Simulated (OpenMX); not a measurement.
## SnO2 (Cassiterite) under changes of volume

One of the cells (11.922 Å³/atom); the others are scaled copies at fixed shape and fractional positions:

```
Sn O
1.0
     4.73800    0.00000    0.00000
     0.00000    4.73800    0.00000
     0.00000    0.00000    3.18650
Sn O
2 4
Direct
  0.50000 0.50000 0.50000
  0.00000 0.00000 0.00000
  0.80710 0.19290 0.50000
  0.69290 0.69290 0.00000
  0.19290 0.80710 0.50000
  0.30710 0.30710 0.00000
```

```yaml
Program: OpenMX 3.8.5
Functional: LDA
Potentials_or_basis: OpenMX 2013 LDA set, Sn7.0-s3p2d2, O6.0-s2p2d1, fixed grid of 64 × 64 × 42 points
k_mesh: 7 × 7 × 9
Occupations: fermi-dirac, width 0.05 eV
Spin: no spin polarisation
```

```csv
volume (Å³/atom),energy over the lowest point (meV/atom),gap on the mesh (eV),largest force (eV/Å)
11.207,72.20,0.09,0.530
11.445,42.05,none,0.430
11.684,20.89,0.10,0.336
11.922,7.46,0.22,0.254
12.161,0.75,0.45,0.173
12.399,0.00,0.61,0.097
12.637,?,?,?
```

Q: What does the run at 12.637 Å³/atom give?

A: Energy over the lowest point 4.63 meV/atom; gap on the mesh 0.39 eV; largest force 0.033 eV/Å.

Worked out: A Birch-Murnaghan fit of order 3 (a polynomial in V^(-2/3)) to the other rows has its minimum at 12.31 Å³/atom with B0 = V·E''(V) = 185 GPa and B' = 6.4 at fixed shape and positions, which overstates the stiffness. It gives 4.26 meV/atom at 12.637 Å³/atom, against the run's 4.63.

Energies are extrapolated to zero smearing.

Caveats: the basis has few d functions beyond the semicore shells, which can make volumes several per cent too large; the basis of atomic orbitals isn't converged, which shifts pressures, moduli and gaps; spin-orbit coupling is left out, which moves the levels of the heavy elements (some runs); an odd mesh through Γ misses points on the zone boundary, where band edges often lie (some runs).

A gap of «none» marks a metal or a gap under the smearing width.
